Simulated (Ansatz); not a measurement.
Wires are cut from relaxed bulk ZnS (F-43m, 20.16 Å³/atom, gap on the mesh 2.02 eV); atoms and period are relaxed, and energies count from that bulk.

Method: DFT PBE, scalar-relativistic, plane waves, PAW (Ansatz).

Cutoff 420 eV, Gaussian smearing of 0.05 eV, energies at zero smearing, symmetry of each start kept, collinear spin where a moment is listed.

```csv
start,atoms,k mesh,excess energy (eV per host atom),line energy (eV/Å),period (Å),gap on the mesh (eV),size of the moment (μB per cell),highest filled level or Fermi level under vacuum (eV)
"[001] wire, 8 host atoms a period",8,1×1×6,0.526,0.786,5.347,2.19,0.00,-
"[001] wire, 16 host atoms a period*",16,1×1×6,0.216,0.545,6.346,2.85,0.00,6.09
```

* ends far from its start.

Each run keeps its start's symmetry and one magnetic start, so lower states can exist.

Cost: 2 runs of about 36 core-minutes in all, on AMD EPYC 9R45 (Zen 5) (shared hosts).